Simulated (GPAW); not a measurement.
A self-consistent single point of CuInS2 (I-42d, 8 atoms in the cell) with GPAW

Method: PBE, GPAW PAW datasets PBE (gpaw-data 1.0.1) (plane waves; GPAW).

Input as run:

```python
from ase import Atoms
from ase.units import GPa
from gpaw import GPAW

atoms = Atoms(['In', 'In', 'Cu', 'Cu', 'S', 'S', 'S', 'S'],
              cell=[[-2.697624, 2.697624, 5.439231],
                    [2.697624, -2.697624, 5.439231],
                    [2.697624, 2.697624, -5.439231]],
              scaled_positions=[[0.500000, 0.500000, 0.000000],
                                [0.250000, 0.750000, 0.500000],
                                [0.000000, 0.000000, 0.000000],
                                [0.750000, 0.250000, 0.500000],
                                [0.875000, 0.895000, 0.520000],
                                [0.105000, 0.625000, 0.980000],
                                [0.375000, 0.355000, 0.480000],
                                [0.645000, 0.125000, 0.020000]],
              pbc=True)

calc = GPAW(mode={'name': 'pw', 'ecut': 800},
            xc='PBE',
            kpts=(3, 3, 3),
            occupations={'name': 'fermi-dirac', 'width': 0.02},
            nbands=-6,
            convergence={'forces': 0.001, 'bands': -4},
            symmetry={'symmorphic': False, 'tolerance': 0.0005},
            maxiter=100)

atoms.calc = calc

energy = atoms.get_potential_energy()
print('Energy (eV):', round(energy, 6))
forces = atoms.get_forces()
print('Forces (eV/Ang):')
print(forces.round(5))
stress = atoms.get_stress()
print('Stress (GPa, Voigt):', (stress / GPa).round(4))
```

Log, with long lists cut:

```
Input parameters:
  convergence: {bands: -4,
                forces: 0.001}
  kpts: [3 3 3]
  maxiter: 100
  mode: {ecut: 800,
         name: pw}
  nbands: -6
  occupations: {name: fermi-dirac,
                width: 0.02}
  symmetry: {symmorphic: False,
             tolerance: 0.0005}
  xc: PBE

species:
  In:
    name: Indium
    Z: 49.0
    valence: 13
    core: 36
    charge: 0.0
    file: In.PBE.gz

    # Using partial waves for In as LCAO basis

  Cu:
    name: Copper
    Z: 29.0
    valence: 11
    core: 18
    charge: 0.0
    file: Cu.PBE.gz

    # Using partial waves for Cu as LCAO basis

  S:
    name: Sulfur
    Z: 16.0
    valence: 6
    core: 10
    charge: 0.0
    file: S.PBE.gz

    # Using partial waves for S as LCAO basis

Reference energy: -453424.222593  # eV

Spin-paired calculation

Convergence criteria:
 Maximum [total energy] change in last 3 cyles: 0.0005 eV / valence electron
 Maximum integral of absolute [dens]ity change: 0.0001 electrons / valence electron
 Maximum integral of absolute [eigenst]ate change: 4e-08 eV^2 / valence electron
 Maximum change in the atomic [forces] across last 2 cycles: 0.001 eV/Ang OR
Maximum error relative to the maximum force is below inf
 Maximum number of scf [iter]ations: 100

Symmetries present (total): 8
Symmetries with fractional translations: 4
27 k-points: 3 x 3 x 3 Monkhorst-Pack grid
6 k-points in the irreducible part of the Brillouin zone
       k-points in crystal coordinates                weights
   0:     0.00000000    0.00000000    0.00000000          1/27
   1:     0.33333333   -0.33333333    0.00000000          4/27
   2:     0.33333333   -0.33333333    0.33333333          4/27
   3:     0.33333333    0.00000000    0.00000000          8/27
   4:     0.33333333    0.33333333   -0.33333333          2/27
   5:     0.33333333    0.33333333    0.33333333          8/27

Wave functions: Plane wave expansion
  Cutoff energy: 800.000 eV
  Number of coefficients (min, max): 8120, 8185
  Pulay-stress correction: 0.000000 eV/Ang^3 (de/decut=0.000000)

Occupation numbers: Fermi-Dirac:
  width: 0.0200  # eV

Eigensolver

Densities:
  Coarse grid: 48*48*48 grid
  Fine grid: 96*96*96 grid
  Total Charge: 0.000000

Density mixing:
  Method: separate
  Backend: pulay
  Linear mixing parameter: 0.05
  old densities: 5
  Damping of long wavelength oscillations: 50

Hamiltonian:
  XC and Coulomb potentials evaluated on a 96*96*96 grid
  External potential:
    NoExternalPotential

XC parameters: PBE with 2 nearest neighbor stencil

Number of atoms: 8
Number of atomic orbitals: 52
Number of bands in calculation: 42
Number of valence electrons: 72
Bands to converge: 38

Density initialized from atomic densities
  42 bands from LCAO basis set

Atomic positions and initial magnetic moments

Positions:
   0 In     0.000000    0.000000    5.439231    ( 0.0000,  0.0000,  0.0000)
   1 In     2.697624    0.000000    2.719616    ( 0.0000,  0.0000,  0.0000)
   2 Cu     0.000000    0.000000    0.000000    ( 0.0000,  0.0000,  0.0000)
   3 Cu    -0.000000    2.697624    2.719616    ( 0.0000,  0.0000,  0.0000)
   4 S      1.456717    1.348812    6.799039    ( 0.0000,  0.0000,  0.0000)
   5 S      4.046436    1.240907   -1.359808    ( 0.0000,  0.0000,  0.0000)
   6 S      1.240907    1.348812    1.359808    ( 0.0000,  0.0000,  0.0000)
   7 S     -1.348812    1.456717    4.079423    ( 0.0000,  0.0000,  0.0000)

Unit cell:
           periodic     x           y           z      points  spacing
  1. axis:    yes   -2.697624    2.697624    5.439231    48     0.1007
  2. axis:    yes    2.697624   -2.697624    5.439231    48     0.1007
  3. axis:    yes    2.697624    2.697624   -5.439231    48     0.0795

  Lengths:   6.643763   6.643763   6.643763
  Angles:  132.087548 132.087548  70.090790

Effective grid spacing dv^(1/3) = 0.1127

     iter     time        total  log10-change:
                         energy   eigst   dens  force
iter:   1 --:--:--   -34.795705   +0.56
iter:   2 --:--:--   -34.459151   -0.58  -1.23
iter:   3 --:--:--   -33.181692   -0.65  -1.25
iter:   4 --:--:--   -33.141956   -1.47  -1.42
iter:   5 --:--:--   -33.654535   -0.64  -1.52
iter:   6 --:--:--   -32.870770   -1.44  -1.73
iter:   7 --:--:--   -32.917305   -2.73  -1.96
iter:   8 --:--:--   -32.833989   -2.09  -2.30
iter:   9 --:--:--   -32.831836   -2.44  -2.54
iter:  10 --:--:--   -32.829462c  -3.33  -2.82
iter:  11 --:--:--   -32.829567c  -4.43  -3.06
iter:  12 --:--:--   -32.829573c  -4.42  -3.11
iter:  13 --:--:--   -32.829579c  -5.22  -3.17
iter:  14 --:--:--   -32.829504c  -4.91  -3.24
iter:  15 --:--:--   -32.829525c  -5.11  -3.49
iter:  16 --:--:--   -32.829618c  -4.98  -3.55
iter:  17 --:--:--   -32.829541c  -5.93  -3.65
iter:  18 --:--:--   -32.829491c  -5.55  -3.80
iter:  19 --:--:--   -32.829476c  -5.80  -3.97
iter:  20 --:--:--   -32.829471c  -6.06  -4.18c
iter:  21 --:--:--   -32.829471c  -6.73  -4.27c
iter:  22 --:--:--   -32.829473c  -6.54  -4.31c
iter:  23 --:--:--   -32.829472c  -7.11  -4.72c
iter:  24 --:--:--   -32.829472c  -7.65c -5.16c
iter:  25 --:--:--   -32.829472c  -8.94c -5.23c -3.19c

Converged after 25 iterations.

Dipole moment: (2.510123, -2.510123, 0.000000) |e|*Ang

Energy contributions relative to reference atoms: (reference = -453424.222593)

Kinetic:        +68.730767
Potential:      -63.872797
External:        +0.000000
XC:             -38.426819
Entropy (-ST):   -0.000001
Local:           +0.739379
SIC:             +0.000000
--------------------------
Free energy:    -32.829472
Extrapolated:   -32.829472

Showing only first 2 kpts
 Kpt  Band  Eigenvalues  Occupancy
  0    34      6.26952    1.99999
  0    35      6.30542    1.99994
  0    36      6.71374    0.00009
  0    37      8.37838    0.00000

  1    34      5.62303    2.00000
  1    35      6.01384    2.00000
  1    36      8.34716    0.00000
  1    37      8.73359    0.00000

Fermi level: 6.51245

Gap: 0.408 eV
Transition (v -> c):
  (s=0, k=0, n=35, [0.00, 0.00, 0.00]) -> (s=0, k=0, n=36, [0.00, 0.00, 0.00])
No difference between direct/indirect transitions
Energy (eV): -32.829472

Forces in eV/Ang:
  0 In    0.00000    0.00000    0.00000
  1 In    0.00000    0.00000    0.00000
  2 Cu    0.00000    0.00000    0.00000
  3 Cu    0.00000    0.00000    0.00000
  4 S     0.74448   -0.00000    0.00000
  5 S     0.00000   -0.74448    0.00000
  6 S    -0.74448    0.00000    0.00000
  7 S     0.00000    0.74448    0.00000

Stress tensor:
    -0.056973    -0.000000    -0.000000
    -0.000000    -0.056973    -0.000000
    -0.000000    -0.000000    -0.055577
Stress (GPa, Voigt): [-9.1281 -9.1281 -8.9044 -0.     -0.     -0.    ]
```

The run converged in 25 iterations. GPAW prints stress with tension positive.

The starting cell has typed, rounded lattice constants, without a prior relaxation at this level. Its lattice was rescaled by a random factor within 2.5 % of one. With a pressure of about 9 GPa the cell is away from its equilibrium volume at this level.

Cost on one core of a shared machine: roughly 50 s.
